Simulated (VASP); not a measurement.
# AlN (P6_3mc) in VASP: notebook, part 2 of 2

VASP 6.6.1. The steps go on from the part before.

### 3 Dielectric tensor, PBE

Input file INCAR:

```
SYSTEM = AlN
PREC = Accurate
ENCUT = 600
EDIFF = 1E-8
ISMEAR = 0
SIGMA = 0.03
LREAL = .FALSE.
LASPH = .TRUE.
NELM = 80
ALGO = Normal
ISIF = 2
LWAVE = .FALSE.
LCHARG = .FALSE.
GGA = PE
LEPSILON = .TRUE.
```

Input file KPOINTS:

```
regular mesh
0
G
  12 12 6
  0 0 0
```

Input file POSCAR:

```
AlN                                     
1.0
    3.1277618654     -0.0000000000      0.0000000000
   -1.5638809327      2.7087212324     -0.0000000000
    0.0000000000      0.0000000000      5.0155702316
  Al              N             
     2     2
Direct
     0.3333333332999970    0.6666666667000030    0.9992541290481152
     0.6666666667000030    0.3333333332999970    0.4992541290481151
     0.3333333332999970    0.6666666667000030    0.3807458709518874
     0.6666666667000030    0.3333333332999970    0.8807458709518874
```

Potentials or basis: VASP PAW PBE potentials, release 64 (Al, N).

Command:

```bash
$ cat potpaw_PBE.64/Al/POTCAR potpaw_PBE.64/N/POTCAR > POTCAR
$ mpirun -np 1 vasp_std > vasp.out
```

OUTCAR:

```text
SYSTEM = AlN
   PREC = Accurate
   ENCUT = 600
   EDIFF = 1E-8
   ISMEAR = 0
   LREAL = .FALSE.
   LASPH = .TRUE.
   NELM = 80
   ISIF = 2
   GGA = PE
   LEPSILON = .TRUE.

 ion  position               nearest neighbor table
   1  0.333  0.667  0.999-   4 1.90   4 1.90   4 1.90   3 1.91   2 3.09   2 3.09   2 3.09   2 3.09
                             2 3.09   2 3.09
   2  0.667  0.333  0.499-   3 1.90   3 1.90   3 1.90   4 1.91   1 3.09   1 3.09   1 3.09   1 3.09
                             1 3.09   1 3.09
   3  0.333  0.667  0.381-   2 1.90   2 1.90   2 1.90   1 1.91
   4  0.667  0.333  0.881-   1 1.90   1 1.90   1 1.90   2 1.91

  LATTYP: Found a hexagonal cell.
 ALAT       =     3.1277618654
 C/A-ratio  =     1.6035652481

  Lattice vectors:

 A1 = (   3.1277618654,   0.0000000000,   0.0000000000)
 A2 = (  -1.5638809327,   2.7087212324,   0.0000000000)
 A3 = (   0.0000000000,   0.0000000000,   5.0155702316)

Analysis of symmetry for initial positions (statically):
=====================================================================
 Subroutine PRICEL returns:
 Original cell was already a primitive cell.

 Routine SETGRP: Setting up the symmetry group for a
 hexagonal supercell.

[... 598 lines left out ...]

------------------------ aborting loop because EDIFF is reached ----------------------------------------

 PIEZOELECTRIC TENSOR FIELD DIRECTION 3  (e Angst)
 -----------------------------------------------------------------------------
     0.71481  0.00000  0.00000           (  0.00456  0.00000  0.00000)
     0.00000  0.71481  0.00000           (  0.00000  0.00456  0.00000)
    -0.00000  0.00000 -1.11836           (  0.00000  0.00000 -0.00464)

 PIEZOELECTRIC TENSOR FIELD DIRECTION 3  (C/m^2)
 -----------------------------------------------------------------------------
     0.26951  0.00000  0.00000
     0.00000  0.26951  0.00000
    -0.00000  0.00000 -0.42167

 MACROSCOPIC STATIC DIELECTRIC TENSOR (including local field effects in DFT)
 ------------------------------------------------------
           4.466925     0.000000    -0.000000
           0.000000     4.466925     0.000000
           0.000000     0.000000     4.690144
 ------------------------------------------------------

 PIEZOELECTRIC TENSOR (including local field effects)  for field in x, y, z        (e  Angst)
          XX          YY          ZZ          XY          YZ          ZX
  --------------------------------------------------------------------------------
  x     0.00000     0.00000     0.00000     0.00000     0.00000     0.90220
  y    -0.00000     0.00000     0.00000     0.00000     0.90220     0.00000
  z     0.71481     0.71481    -1.11836     0.00000     0.00000     0.00000

 PIEZOELECTRIC TENSOR (including local field effects)  for field in x, y, z        (C/m^2)
          XX          YY          ZZ          XY          YZ          ZX
  --------------------------------------------------------------------------------
  x     0.00000     0.00000     0.00000     0.00000     0.00000     0.34017
  y    -0.00000     0.00000     0.00000     0.00000     0.34017     0.00000
  z     0.26951     0.26951    -0.42167     0.00000     0.00000     0.00000

 BORN EFFECTIVE CHARGES (including local field effects) (in |e|, cummulative output)
 ---------------------------------------------------------------------------------
 ion    1
    1     2.51586     0.00000     0.00000
    2     0.00000     2.51586     0.00000
    3     0.00000    -0.00000     2.67586
 ion    2
    1     2.51586     0.00000     0.00000
    2     0.00000     2.51586     0.00000
    3     0.00000    -0.00000     2.67586
 ion    3
    1    -2.51586     0.00000     0.00000
    2     0.00000    -2.51586    -0.00000
    3    -0.00000     0.00000    -2.67586
 ion    4
    1    -2.51586     0.00000     0.00000
    2     0.00000    -2.51586     0.00000
    3     0.00000     0.00000    -2.67586
```

OSZICAR:

```text
N       E                     dE             d eps       ncg     rms          rms(c)
DAV:   1     0.607986799953E+02    0.60799E+02   -0.81776E+03  1824   0.134E+03
DAV:   2    -0.298667836728E+02   -0.90665E+02   -0.82424E+02  2676   0.245E+02
DAV:   3    -0.344271293840E+02   -0.45603E+01   -0.45406E+01  2396   0.607E+01
DAV:   4    -0.344674763238E+02   -0.40347E-01   -0.40331E-01  2140   0.650E+00
[... 11 lines left out ...]
RMM:   6    -0.476344481066E+00   -0.79266E-03   -0.20469E-05  3265   0.362E-02    0.715E-03
RMM:   7    -0.476630719695E+00   -0.28624E-03   -0.15786E-06  3254   0.108E-02    0.231E-03
RMM:   8    -0.476722167353E+00   -0.91448E-04   -0.23137E-07  3262   0.412E-03    0.276E-04
RMM:   9    -0.476720728656E+00    0.14387E-05   -0.16297E-09  3378   0.731E-04    0.855E-05
RMM:  10    -0.476720288426E+00    0.44023E-06    0.29376E-08  2940   0.196E-04    0.188E-05
RMM:  11    -0.476720302295E+00   -0.13869E-07   -0.80320E-10  1719   0.551E-05    0.417E-06
```

stdout:

```text
POSCAR found type information on POSCAR AlN
 POSCAR found :  2 types and       4 ions
 scaLAPACK will be used
 LDA part: xc-table for (Slater+PW92), standard interpolation
 POSCAR, INCAR and KPOINTS ok, starting setup
 FFT: planning ... GRIDC
 FFT: planning ... GRID_SOFT
 FFT: planning ... GRID
 WAVECAR not read
 entering main loop
 Linear response reoptimize wavefunctions to high precision
 Linear response G [H, r] |phi>, progress :
  Direction:   1
 Linear response G [H, r] |phi>, progress :
  Direction:   2
 Linear response G [H, r] |phi>, progress :
  Direction:   3
 Linear response to external field (no local field effect), progress :
  Direction:   1
 dielectric tensor                  component  1 :     4.052    -1.005    -0.304
 Linear response to external field (no local field effect), progress :
  Direction:   2
 dielectric tensor                  component  2 :    -1.005     5.163    -0.218
 Linear response to external field (no local field effect), progress :
  Direction:   3
 dielectric tensor                  component  3 :    -0.304    -0.218     4.814
 Linear response to external field, progress :
  Direction:   1
 dielectric tensor                  component  1 :     4.467    -0.152    -0.000
 Linear response to external field, progress :
  Direction:   2
 dielectric tensor                  component  2 :    -0.344     4.467    -0.000
 Linear response to external field, progress :
  Direction:   3
 dielectric tensor                  component  3 :    -0.306    -0.220     4.690
 Born effective charges drift removed
```

Wall time 3.9 min (1 thread of Intel Xeon 6975P-C (Granite Rapids), shared host); peak memory 0.48 GiB.

What came out:

* Band gap on the k mesh: 4.06 eV, direct
* Electronic dielectric tensor (diagonal): 4.47, 4.47, 4.69
* Born charges (mean of the diagonal): Al +2.57; N -2.57 e

Levels at points of the mesh, in eV from the valence-band top:
```csv
k point,band 4,band 5,band 6,band 7,band 8,band 9,band 10,band 11,band 12
"(0.00, 0.00, 0.00)",-0.84,-0.84,-0.20,-0.20,0.00,4.06,6.53,10.47,11.05
"(0.50, 0.00, 0.00)",-4.13,-3.30,-2.05,-1.75,-0.68,5.77,5.77,8.04,10.16
"(0.00, 0.00, 0.50)",-3.30,-0.53,-0.53,-0.53,-0.53,6.33,6.33,10.18,10.18
"(0.50, 0.00, 0.50)",-5.53,-1.44,-1.44,-1.35,-1.35,5.25,5.25,9.16,9.16
```

Electronic dielectric tensor:
```
4.47 0.00 0.00
0.00 4.47 0.00
0.00 0.00 4.69
```

Born effective charge tensors (e):
atom 1, Al
```
2.52 0.00 0.00
0.00 2.52 0.00
0.00 0.00 2.68
```
atom 2, Al
```
2.52 0.00 0.00
0.00 2.52 0.00
0.00 0.00 2.68
```
atom 3, N
```
-2.52  0.00  0.00
 0.00 -2.52  0.00
 0.00  0.00 -2.68
```
atom 4, N
```
-2.52  0.00  0.00
 0.00 -2.52  0.00
 0.00  0.00 -2.68
```

### 4 Against experiment

Step 3. Against the measured gap of AlN, 6.034 eV (an exciton energy, a little under the gap; 10 K; quoted in “Self-assembly of well-separated AlN nanowires directly on sputtered metallic TiN films”, 2019, arxiv:1910.07391), the calculated 4.06 eV is off by -1.97 eV. 2 values of this kind are on record (6.034 to 6.0343 eV); this one was drawn at random. The value is that of PBE on a finite k mesh, which can miss the band edges, without temperature or zero-point motion. Semilocal functionals fall short of measured gaps as a rule.
